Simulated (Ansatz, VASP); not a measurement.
**GaN: VASP beside Ansatz**

Contents of INCAR:

```
ALGO = Normal ; EDIFF = 1E-6
ENCUT = 520 ; GGA = PS
ISIF = 2 ; ISMEAR = -1
LASPH = True ; LCHARG = True
LELF = True ; LREAL = False
LVHAR = True ; LWAVE = False
NBANDS = 16 ; NELM = 80
PREC = Accurate ; SIGMA = 0.05
```

KPOINTS

```
k-points
0
Gamma
  11 11 11
```

Contents of POSCAR:

```
GaN
1.0
    0.0000000000      2.1063769354      2.1063769354
    2.1063769354      0.0000000000      2.1063769354
    2.1063769354      2.1063769354      0.0000000000
Ga N
1 1
Direct
    0.0000000000      0.0000000000      0.0000000000
    0.5000000000      0.5000000000      0.5000000000
```

Contents of input.yaml:

```yaml
crystal:
  lattice:
    - [0.0, 2.1063769354, 2.1063769354]
    - [2.1063769354, 0.0, 2.1063769354]
    - [2.1063769354, 2.1063769354, 0.0]
  atoms:
    - { symbol: Ga, position: [0.0, 0.0, 0.0] }
    - { symbol: "N", position: [0.5, 0.5, 0.5] }
kpoints:
  mp_grid: { grid: [11, 11, 11] }
scf:
  occupations: { method: fermi_dirac, width: 0.05 }
hamiltonian:
  xc: pbesol
  pseudopotentials: { kind: all_electron, lapw: { basis_error: 0.001 } }
output:
  forces: true
  stress: true
  eigenvalues: true
```

Change from the starting cell: volume scaled by 0.96.

Alike in both runs: task single point; functional PBEsol; k mesh 11 × 11 × 11; occupations fermi-dirac, width 0.05 eV; no spin polarisation.

|  | VASP | Ansatz |
| --- | --- | --- |
| version | VASP 6.6.1 | Ansatz 0.2.0 |
| potentials or method | VASP PAW PBE potentials, release 64 (Ga_d, N) | all-electron LAPW, scalar-relativistic |
| plane-wave cutoff (eV) | 520 | see its input |

|  | VASP | Ansatz | Ansatz less VASP |
| --- | --- | --- | --- |
| gap on the k mesh at the Fermi level (eV) | 0.71 | 0.72 | +0.011 |
| least direct gap on the mesh (eV) | 2.88 | 2.88 | -0.002 |
| pressure (GPa) | 1.6 | 1.2 | -0.37 |

Ansatz ran all-electron here, so the differences hold the error of VASP's frozen core and of both bases.

Caveats: an odd mesh through Γ misses points on the zone boundary, where band edges often lie; the PAW data sets were made with another functional, which shifts forces and pressure a little (VASP).
